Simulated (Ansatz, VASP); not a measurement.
LiH: VASP beside Ansatz

```xyz
2
Lattice="-0.0698 2.0753 2.0753 2.0753 -0.0698 2.0753 2.0753 2.0753 -0.0698" Properties=species:S:1:pos:R:3 pbc="T T T"
Li   -0.0131   -0.0131   -0.0131
H     1.0334    1.0334    1.0334
```

Change from the starting cell: shear_111 strain -4.9%.

Alike in both runs: task single point; functional r2SCAN; k mesh 10 × 10 × 10; no spin polarisation.

|  | VASP | Ansatz |
| --- | --- | --- |
| version | VASP 6.6.1 | Ansatz 0.2.0 |
| potentials or method | VASP PAW PBE potentials, release 64 (Li_sv, H) | plane waves, PAW |
| plane-wave cutoff (eV) | 520 | 500 |
| occupations | gaussian, width 0.01 eV | fixed |
| valence electrons in the cell | 4 | 4 |

|  | VASP | Ansatz | Ansatz less VASP |
| --- | --- | --- | --- |
| gap on the k mesh at the Fermi level (eV) | 4.83 | 4.76 | -0.065 |

 A k mesh can miss the band edges.
